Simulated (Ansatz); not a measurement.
Relaxing TiTe2 (CdI2-type structure)

**What was measured.** A cell as deposited of trigonal TiTe2 (space group P-3m1), temperature not stated, from the Crystallography Open Database (1981, doi:10.1016/0022-4596(81)90336-4), has a, c = 3.777, 6.498 Å and 26.76 Å³/atom.

The computed numbers are results of PBEsol, scalar-relativistic (no spin polarisation) in the plane-wave PAW code Ansatz at 420 eV, 10×10×6 k-mesh, Gaussian smearing of 0.05 eV; PAW files: Ansatz's generated set soft_2.

The start was a prototype's sites filled with these elements; the Crystallography Open Database holds the compound in this structure.

The start, 1 % over the database's volume:

```xyz
3
Lattice="3.8717 0.0000 0.0000 -1.9358 3.3530 0.0000 0.0000 0.0000 6.2459" Properties=species:S:1:pos:R:3 pbc="T T T"
Ti    0.0000    0.0000    0.0000
Te    0.0000    2.2353    1.5740
Te    1.9358    1.1177    4.6719
```

The runs in order:

```
run   level   k-mesh                    kind  V (Å³/atom)  P (GPa)  E − E(final) (meV/atom)  gap on the mesh (eV)
  1  PBEsol  10×10×6  cell and atoms relaxed        25.39      0.0                      0.0                 metal
```

The cell is relaxed to zero pressure at this level.

The final structure (symmetry read at 0.01 Å). Symmetry: P-3m1, No. 164, trigonal system. Conventional cell: a = 3.693 Å, b = 3.693 Å, c = 6.450 Å, α = 90.00°, β = 90.00°, γ = 120.00°. Around Ti (site symmetry -3m) lie 6 Te at 2.74 Å. Around Te (site symmetry 3m) lie 3 Ti at 2.74 Å. (Shells end 15 % past the nearest neighbour.)

| atom | site | symmetry | x | y | z |
| --- | --- | --- | --- | --- | --- |
| Ti | 1a | -3m. | 0.0000 | 0.0000 | 0.0000 |
| Te | 2d | 3m. | 0.3333 | 0.6667 | 0.2674 |

- At the final geometry the gap, band path included, is zero (metallic).
- Against the elements' standard states, run alike and uncorrected, the formation energy is -0.72 eV/atom.
- The runs in the table took roughly 1.6 core-minutes.

**Against experiment.** PBEsol gives 3.693, 6.450 Å and 25.39 Å³/atom, −5.1 % in volume (−1.7 % in length) from the database's cell. The axes miss by −2.2 %, −0.7 %. That is a large miss for PBEsol, or the entry is off.

These numbers lack spin–orbit coupling. The structure is layered, and this functional has no dispersion term, so the layers' spacing is poorly fixed, often too long, and so is what hangs on it.
